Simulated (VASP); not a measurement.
# ZnS (P6_3mc) in VASP: further runs

Aim: see how the results for ZnS move with the level of theory and the settings. Levels: PBE, LDA. Tasks: single point.

Program: VASP 6.6.1. These are calculated values, not measurements. Logs are shortened: lines on timing, memory, paths and dates and some standing lists are left out, and cuts for length are marked.

**Measured values to compare with.**

A printed reference work, monograph reports, for a bulk crystal of ZnS at 4 K: band gap 3.911 eV (direct).

How close the calculation comes is told below.

## Step 1: The cell of the first run

The structure is hexagonal, space group P6_3mc (No. 186). The conventional cell has a = 3.805 Å, b = 3.805 Å, c = 6.244 Å, α = 90.00°, β = 90.00°, γ = 120.00°. Within 3.1 Å of Zn (site symmetry 3m) lie 4 S at 2.33 to 2.34 Å. S (site symmetry 3m) has 4 Zn at 2.33 to 2.34 Å within 3.1 Å.

## Step 2: Single point, PBE

Input file INCAR:

```
SYSTEM = ZnS
PREC = Accurate
ENCUT = 520
EDIFF = 1E-6
ISMEAR = -1
SIGMA = 0.02
LREAL = .False.
LASPH = .True.
NELM = 80
ALGO = Normal
ISIF = 2
LWAVE = .False.
LCHARG = .True.
GGA = PE
LELF = .True.
LVHAR = .True.
NBANDS = 26
```

Input file KPOINTS:

```
regular mesh
0
Gamma
  12 12 4
  0 0 0
```

Input file POSCAR:

```
ZnS
1.0
    3.8054275129      0.0000000000      0.0000000000
   -1.9027137565      3.2955968985      0.0000000000
    0.0000000000      0.0000000000      6.2440175566
Zn S
2 2
Direct
    0.3333333333      0.6666666667      0.0053397759
    0.6666666667      0.3333333333      0.5053397759
    0.3333333333      0.6666666667      0.3796602241
    0.6666666667      0.3333333333      0.8796602241
```

Potentials or basis: VASP PAW PBE potentials, release 64 (Zn, S).

Started as:

```bash
> cat potpaw_PBE.64/Zn/POTCAR potpaw_PBE.64/S/POTCAR > POTCAR
> mpirun -np 1 vasp_std > vasp.out
```

OUTCAR:

```text
SYSTEM = ZnS
   PREC = Accurate
   ENCUT = 520
   EDIFF = 1E-6
   ISMEAR = -1
   LREAL = .False.
   LASPH = .True.
   NELM = 80
   ISIF = 2
   GGA = PE

 ion  position               nearest neighbor table
   1  0.333  0.667  0.005-   4 2.33   4 2.33   4 2.33   3 2.34
   2  0.667  0.333  0.505-   3 2.33   3 2.33   3 2.33   4 2.34
   3  0.333  0.667  0.380-   2 2.33   2 2.33   2 2.33   1 2.34
   4  0.667  0.333  0.880-   1 2.33   1 2.33   1 2.33   2 2.34

  LATTYP: Found a hexagonal cell.
 ALAT       =     3.8054275129
 C/A-ratio  =     1.6408189449

  Lattice vectors:

 A1 = (   3.8054275129,   0.0000000000,   0.0000000000)
 A2 = (  -1.9027137565,   3.2955968985,   0.0000000000)
 A3 = (   0.0000000000,   0.0000000000,   6.2440175566)

Analysis of symmetry for initial positions (statically):
=====================================================================
 Subroutine PRICEL returns:
 Original cell was already a primitive cell.

 Routine SETGRP: Setting up the symmetry group for a
 hexagonal supercell.

 Subroutine GETGRP returns: Found 12 space group operations
 (whereof  6 operations were pure point group operations)
 out of a pool of 24 trial point group operations.

The static configuration has the point symmetry C_3v.
 The point group associated with its full space group is C_6v.

Analysis of symmetry for dynamics (positions and initial velocities):
=====================================================================
 Subroutine PRICEL returns:
 Original cell was already a primitive cell.

 Routine SETGRP: Setting up the symmetry group for a
 hexagonal supercell.

 Subroutine GETGRP returns: Found 12 space group operations
 (whereof  6 operations were pure point group operations)
 out of a pool of 24 trial point group operations.

The dynamic configuration has the point symmetry C_3v.
 The point group associated with its full space group is C_6v.

 Subroutine INISYM returns: Found 12 space group operations
 (whereof  6 operations are pure point group operations),
 and found     1 'primitive' translations

----------------------------------------------------------------------------------------

                                     Primitive cell

  volume of cell :      78.3072

  direct lattice vectors                    reciprocal lattice vectors
     3.805427513  0.000000000  0.000000000     0.262782564  0.151717584  0.000000000
    -1.902713757  3.295596898  0.000000000     0.000000000  0.303435168  0.000000000
     0.000000000  0.000000000  6.244017557     0.000000000  0.000000000  0.160153297

  length of vectors
     3.805427513  3.805427513  6.244017557     0.303435168  0.303435168  0.160153297

  position of ions in fractional coordinates (direct lattice)
     0.333333333  0.666666667  0.005339776
     0.666666667  0.333333333  0.505339776
     0.333333333  0.666666667  0.379660224
     0.666666667  0.333333333  0.879660224

  ion indices of the primitive-cell ions
   primitive index   ion index
                 1           1
                 2           2
                 3           3
                 4           4

----------------------------------------------------------------------------------------

 KPOINTS: regular mesh

Automatic generation of k-mesh.
 Grid dimensions read from file:
 generate k-points for:   12   12    4

 Generating k-lattice:

  Cartesian coordinates                     Fractional coordinates (reciprocal lattice)
     0.021898547  0.012643132  0.000000000     0.083333333 -0.000000000  0.000000000
     0.000000000  0.025286264  0.000000000     0.000000000  0.083333333  0.000000000
     0.000000000  0.000000000  0.040038324     0.000000000  0.000000000  0.250000000

  Length of vectors
     0.025286264  0.025286264  0.040038324

  Shift w.r.t. Gamma in fractional coordinates (k-lattice)
     0.000000000  0.000000000  0.000000000

 Subroutine IBZKPT returns following result:
 ===========================================

 Found     57 irreducible k-points:

 Following reciprocal coordinates:
            Coordinates               Weight
  0.000000  0.000000  0.000000      1.000000
  0.083333 -0.000000  0.000000      6.000000
  0.166667  0.000000  0.000000      6.000000
  0.250000  0.000000  0.000000      6.000000
  0.333333  0.000000  0.000000      6.000000
  0.416667  0.000000  0.000000      6.000000
[... 16 lines left out ...]
  0.250000  0.000000  0.250000     12.000000
  0.333333  0.000000  0.250000     12.000000
 [... further k-points ...]
   k-points           NKPTS =     57   k-points in BZ     NKDIM =     57   number of bands    NBANDS=     26
   number of dos      NEDOS =    301   number of ions     NIONS =      4
   total plane-waves  NPLWV =  37632
   dimension x,y,z NGX =    28 NGY =   28 NGZ =   48
   dimension x,y,z NGXF=    56 NGYF=   56 NGZF=   96
   ions per type =               2   2
   NGX,Y,Z   is equivalent  to a cutoff of  12.23, 12.23, 12.78 a.u.
   NGXF,Y,Z  is equivalent  to a cutoff of  24.46, 24.46, 25.56 a.u.
 SYSTEM =  ZnS
   PREC   = accura    normal or accurate (medium, high low for compatibility)
   ISTART =      0    job   : 0-new  1-cont  2-samecut
   ICHARG =      2    charge: 1-file 2-atom 10-const
   ISPIN  =      1    spin polarized calculation?
   LNONCOLLINEAR =      F non collinear calculations
   LSORBIT =      F    spin-orbit coupling
   LASPH  =      T    aspherical Exc in radial PAW
   ENCUT  =  520.0 eV  38.22 Ry    6.18 a.u.   7.08  7.08 11.61*2*pi/ulx,y,z
   NELM   =     80;   NELMIN=  2; NELMDL= -5     # of ELM steps
   EDIFF  = 0.1E-05   stopping-criterion for ELM
   LREAL  =      F    real-space projection
[... 7 lines left out ...]
   TEBEG  =    0.0;   TEEND  =   0.0 temperature during run
   PSTRESS=    0.0 pullay stress
   NELECT =      36.0000    total number of electrons
   NUPDOWN=      -1.0000    fix difference up-down
   EMIN   =  10.00;   EMAX   =-10.00  energy-range for DOS
   EFERMI =   0.00;   METHOD = LEGACY
   ISMEAR =    -1;   SIGMA  =   0.02  broadening in eV -4-tet -1-fermi 0-gaus
   EFERMI_NEDOS =   21; number of points for ismear=-14 and -15
   IALGO  =     38    algorithm
   IMIX   =      4    mixing-type and parameters
     AMIX     =   0.40;   BMIX     =  1.00
     AMIX_MAG =   1.60;   BMIX_MAG =  1.00
  volume/ion in A,a.u.               =      19.58       132.11
  Fermi-wavevector in a.u.,A,eV,Ry     =   1.263500  2.387668 21.720766  1.596431
  Thomas-Fermi vector in A             =   2.396853
   LORBIT       =      0    0 simple, 1 ext, 2 COOP (PROOUT), +10 PAW based schemes
   GGA     = PE    functional components
   LHFCALC =     F    Hartree Fock is set to
   AEXX    =    0.0000 exact exchange contribution
   IVDW    =     0    specifies the selected vdW correction
   LEPSILON=     F    determine dielectric tensor
   LRPA    =     F    only Hartree local field effects (RPA)
 non-spin polarized calculation
  energy-cutoff  :      520.00
  volume of cell :       78.31
 maximum number of plane-waves:      2130
   NGX = 15   NGY = 15   NGZ = 23

 number of electron      35.9999994 magnetization

 Free energy of the ion-electron system (eV)
  ---------------------------------------------------
  ext. energy  EPLUGINS =         0.00000000
  ---------------------------------------------------
  free energy    TOTEN  =       -13.67424770 eV

  energy without entropy =      -13.67424770  energy(sigma->0) =      -13.67424770

 E-fermi :   2.6269     XC(G=0):  -9.6601

 val. band max:        2.1976013707   @ k =   0.0000   0.0000   0.0000
 cond. band min:       4.4159958019   @ k =   0.0000   0.0000   0.0000
 fundamental gap:      2.2183944312
 Fermi energy:         2.6269087050

 k-point     1 :       0.0000    0.0000    0.0000
  band No.  band energies     occupation
      1     -11.0228      2.00000
      2     -10.0788      2.00000
      3      -4.1785      2.00000
      4      -4.1644      2.00000
      5      -4.1644      2.00000
      6      -4.0812      2.00000
[... 18 lines left out ...]
     25       9.8929      0.00000
     26      11.4756      0.00000

 k-point     2 :       0.0833   -0.0000    0.0000
  band No.  band energies     occupation
      1     -10.9751      2.00000
      2     -10.0518      2.00000
      3      -4.1744      2.00000
      4      -4.1623      2.00000
      5      -4.1547      2.00000
      6      -4.0766      2.00000
[... 18 lines left out ...]
     25      10.1086      0.00000
     26      11.1686      0.00000

 k-point     3 :       0.1667    0.0000    0.0000
  band No.  band energies     occupation
      1     -10.8385      2.00000
      2      -9.9788      2.00000
      3      -4.1786      2.00000
      4      -4.1409      2.00000
      5      -4.1298      2.00000
      6      -4.0575      2.00000
[... 18 lines left out ...]
     25      10.4880      0.00000
     26      10.7043      0.00000

 k-point     4 :       0.2500    0.0000    0.0000
  band No.  band energies     occupation
      1     -10.6332      2.00000
      2      -9.8830      2.00000
      3      -4.1801      2.00000
      4      -4.1142      2.00000
      5      -4.1000      2.00000
      6      -4.0104      2.00000
[... 18 lines left out ...]
     25      10.7243      0.00000
     26      11.0636      0.00000

 k-point     5 :       0.3333    0.0000    0.0000
  band No.  band energies     occupation
      1     -10.3959      2.00000
      2      -9.7998      2.00000
      3      -4.1697      2.00000
      4      -4.0809      2.00000
      5      -4.0764      2.00000
      6      -3.9307      2.00000
[... 18 lines left out ...]
     25      10.8687      0.00000
     26      11.9247      0.00000

 k-point     6 :       0.4167    0.0000    0.0000
  band No.  band energies     occupation
      1     -10.1846      2.00000
      2      -9.7625      2.00000
      3      -4.1586      2.00000
      4      -4.0635      2.00000
      5      -4.0161      2.00000
      6      -3.8767      2.00000
[... 427 lines left out ...]
 k-point    21 :       0.0833   -0.0000    0.2500
  band No.  band energies     occupation
      1     -10.8577      2.00000
      2     -10.2084      2.00000
      3      -4.1873      2.00000
      4      -4.1486      2.00000
      5      -4.1456      2.00000
      6      -4.0955      2.00000
[... 18 lines left out ...]
     25       9.7531      0.00000
     26      10.6602      0.00000

 k-point    22 :       0.1667    0.0000    0.2500
  band No.  band energies     occupation
      1     -10.7273      2.00000
      2     -10.1218      2.00000
      3      -4.1925      2.00000
      4      -4.1329      2.00000
      5      -4.1182      2.00000
      6      -4.0783      2.00000
[... 18 lines left out ...]
     25      10.3262      0.00000
     26      10.6033      0.00000

 k-point    23 :       0.2500    0.0000    0.2500
  band No.  band energies     occupation
      1     -10.5330      2.00000
      2     -10.0034      2.00000
      3      -4.1940      2.00000
      4      -4.1219      2.00000
      5      -4.0840      2.00000
      6      -4.0263      2.00000
[... 18 lines left out ...]
     25      10.6836      0.00000
     26      11.1341      0.00000

 k-point    24 :       0.3333    0.0000    0.2500
  band No.  band energies     occupation
      1     -10.3123      2.00000
      2      -9.8903      2.00000
      3      -4.1859      2.00000
      4      -4.1054      2.00000
      5      -4.0549      2.00000
      6      -3.9435      2.00000
[... 18 lines left out ...]
     25      11.0181      0.00000
     26      11.9986      0.00000

 [... further k-points ...]
[... 5 lines left out ...]
  --------------------------------------------------------------------------------------
  -------------------------------------------------------------------------------------
  Total        1.1827792      1.1827792      1.1856226     -0.0000000      0.0000000      0.0000000
  in kB       24.1998469     24.1998469     24.2580234     -0.0000000      0.0000000      0.0000000
  external PRESSURE =      24.2192391 kB  Pullay stress =       0.0000000 kB

 VOLUME and BASIS-vectors are now :
 -----------------------------------------------------------------------------
  energy-cutoff  :      520.00
  volume of cell :       78.31
      direct lattice vectors                 reciprocal lattice vectors
     3.805427513  0.000000000  0.000000000     0.262782564  0.151717584  0.000000000
    -1.902713757  3.295596898  0.000000000     0.000000000  0.303435168  0.000000000
     0.000000000  0.000000000  6.244017557     0.000000000  0.000000000  0.160153297

 POSITION                                       TOTAL-FORCE (eV/Angst)
 -----------------------------------------------------------------------------------
     -0.00000      2.19706      0.03334         0.000000     -0.000000      0.003648
      1.90271      1.09853      3.15535        -0.000000      0.000000      0.003648
     -0.00000      2.19706      2.37061         0.000000     -0.000000     -0.003648
      1.90271      1.09853      5.49261         0.000000      0.000000     -0.003648
 -----------------------------------------------------------------------------------
    total drift:                               -0.000000     -0.000000     -0.000480

  FREE ENERGIE OF THE ION-ELECTRON SYSTEM (eV)
  ---------------------------------------------------
  free  energy   TOTEN  =       -13.6742477042 eV

  energy  without entropy=      -13.6742477042  energy(sigma->0) =      -13.67424770
```

Run time: 89 s. Hardware: 1 thread of Intel Xeon Platinum 8488C (Sapphire Rapids), shared host; peak memory 0.24 GiB.

What came out:

| Quantity | Value |
| --- | --- |
| Free energy | -13.6742 eV |
| Pressure | 2.4 GPa |
| Largest force | 0.004 eV/Å |
| Band gap on the k mesh | 2.22 eV |

Forces in eV/Å, atoms in the order of the input:
```
Zn   0.000  0.000  0.004
Zn   0.000  0.000  0.004
S    0.000  0.000 -0.004
S    0.000  0.000 -0.004
```

Levels at points of the mesh, in eV from the valence-band top:
| k point | band 16 | band 17 | band 18 | band 19 | band 20 | band 21 |
| --- | --- | --- | --- | --- | --- | --- |
| (0.00, 0.00, 0.00) | -0.08 | 0.00 | 0.00 | 2.22 | 3.11 | 6.31 |
| (0.50, 0.00, 0.00) | -2.25 | -1.70 | -0.89 | 3.66 | 4.26 | 5.11 |
| (0.00, 0.00, 0.50) | -0.47 | -0.47 | -0.47 | 3.57 | 3.57 | 6.77 |
| (0.50, 0.00, 0.50) | -1.64 | -1.62 | -1.62 | 3.55 | 3.55 | 5.22 |

## Step 3: Single point, LDA

Input file INCAR:

```
ALGO = Normal
EDIFF = 1E-6
ENCUT = 520
GGA = CA
ISIF = 2
ISMEAR = 0
LASPH = True
LCHARG = False
LREAL = False
LWAVE = False
NBANDS = 26
NELM = 100
PREC = Accurate
SIGMA = 0.01
```

Input file KPOINTS:

```
k-points
0
Gamma
  12 12 4
```

POSCAR is that of step 2.

Potentials or basis: VASP PAW LDA potentials, release 64 (Zn, S).

Started as:

```bash
> cat potpaw_LDA.64/Zn/POTCAR potpaw_LDA.64/S/POTCAR > POTCAR
> mpirun -np 1 vasp_std > vasp.out
```

Wall time 86 s (1 thread of Intel Xeon Platinum 8488C (Sapphire Rapids), shared host); peak memory 0.22 GiB.

Results (log left out):

- Free energy: -16.3579 eV
- Pressure: -3.8 GPa
- Largest force: 0.003 eV/Å
- Band gap on the k mesh: 1.99 eV

Forces in eV/Å, atoms in the order of the input:
```
Zn   0.000  0.000 -0.003
Zn   0.000  0.000 -0.003
S    0.000  0.000  0.003
S    0.000  0.000  0.003
```

Levels at points of the mesh, in eV from the valence-band top:
| k point | band 15 | band 16 | band 17 | band 18 | band 19 | band 20 | band 21 | band 22 |
| --- | --- | --- | --- | --- | --- | --- | --- | --- |
| (0.00, 0.00, 0.00) | -0.91 | -0.09 | 0.00 | 0.00 | 1.99 | 2.92 | 6.16 | 6.16 |
| (0.50, 0.00, 0.00) | -3.35 | -2.28 | -1.75 | -0.90 | 3.47 | 4.09 | 4.93 | 6.78 |
| (0.00, 0.00, 0.50) | -0.48 | -0.48 | -0.48 | -0.48 | 3.37 | 3.37 | 6.63 | 6.63 |
| (0.50, 0.00, 0.50) | -1.67 | -1.67 | -1.65 | -1.65 | 3.34 | 3.34 | 5.06 | 5.06 |

Caveat: the cell stands under tension.

## Step 4: Single point, PBE

This run uses another cell than the first one, of 20.19 Å³/atom.

Input file INCAR:

```
SYSTEM = ZnS
PREC = Accurate ; ENCUT = 520
EDIFF = 1E-6 ; ISMEAR = -1
SIGMA = 0.02 ; LREAL = .False.
LASPH = .True. ; NELM = 60
ALGO = Normal ; ISIF = 2
LWAVE = .False. ; LCHARG = .True.
GGA = PE ; LELF = .True.
LVHAR = .True. ; NBANDS = 26
```

Input file KPOINTS:

```
regular mesh
0
Gamma
  12 12 4
  0 0 0
```

Input file POSCAR:

```
ZnS
1.0
    3.8457820742      0.0000000000      0.0000000000
   -1.9228910371      3.3305449736      0.0000000000
    0.0000000000      0.0000000000      6.3040208705
Zn S
2 2
Direct
    0.3333333333      0.6666666667      0.0052010955
    0.6666666667      0.3333333333      0.5052010955
    0.3333333333      0.6666666667      0.3797989045
    0.6666666667      0.3333333333      0.8797989045
```

Potentials or basis: VASP PAW PBE potentials, release 64 (Zn, S).

Started as:

```bash
> cat potpaw_PBE.64/Zn/POTCAR potpaw_PBE.64/S/POTCAR > POTCAR
> mpirun -np 1 vasp_std > vasp.out
```

Wall time 1.8 min (1 thread of Intel Xeon Platinum 8488C (Sapphire Rapids), shared host); peak memory 0.25 GiB.

The run converged. Its results:

| Quantity | Value |
| --- | --- |
| Free energy | -13.6938 eV |
| Pressure | 0.1 GPa |
| Band gap on the k mesh | 2.08 eV |

Levels at points of the mesh, in eV from the valence-band top:
| k point | band 14 | band 15 | band 16 | band 17 | band 18 | band 19 | band 20 | band 21 | band 22 | band 23 |
| --- | --- | --- | --- | --- | --- | --- | --- | --- | --- | --- |
| (0.00, 0.00, 0.00) | -0.86 | -0.86 | -0.07 | 0.00 | 0.00 | 2.08 | 3.05 | 6.33 | 6.33 | 6.59 |
| (0.50, 0.00, 0.00) | -4.01 | -3.14 | -2.14 | -1.61 | -0.85 | 3.68 | 4.18 | 5.14 | 6.93 | 7.29 |
| (0.00, 0.00, 0.50) | -2.80 | -0.45 | -0.45 | -0.45 | -0.45 | 3.48 | 3.48 | 6.76 | 6.76 | 6.78 |
| (0.50, 0.00, 0.50) | -4.74 | -1.56 | -1.56 | -1.54 | -1.54 | 3.54 | 3.54 | 5.24 | 5.24 | 8.78 |

## Step 5: Overview

```tsv
level	potentials or basis	cell	smearing	gap on the mesh (eV)	pressure (GPa)
PBE	VASP PAW PBE potentials, release 64 (Zn, S)	a = 3.805, b = 3.805, c = 6.244 Å, angles 90.0, 90.0, 120.0°, 4 atoms, atomic positions A	fermi-dirac 0.02 eV	2.22	2.4
LDA	VASP PAW LDA potentials, release 64 (Zn, S)	a = 3.805, b = 3.805, c = 6.244 Å, angles 90.0, 90.0, 120.0°, 4 atoms, atomic positions A	gaussian 0.01 eV	1.99	-3.8
PBE	VASP PAW PBE potentials, release 64 (Zn, S)	a = 3.846, b = 3.846, c = 6.304 Å, angles 90.0, 90.0, 120.0°, 4 atoms, atomic positions B	fermi-dirac 0.02 eV	2.08	0.1
```

Alike in all rows: task single point; no spin polarisation; k mesh 12 × 12 × 4; cutoff (eV) 520.

Caveats: the cell stands under tension (at least some runs).

Absolute energies hang on the potentials; compare differences alone.

## Step 6: Comparison with measurements

Step 4. Measured gap of ZnS: 3.911 eV (direct; 4 K; a printed reference work, monograph). This calculation gives 2.08 eV (-1.83 eV). The value is that of PBE on a finite k mesh, which can miss the band edges, without temperature or zero-point motion. Semilocal functionals fall short of measured gaps as a rule.
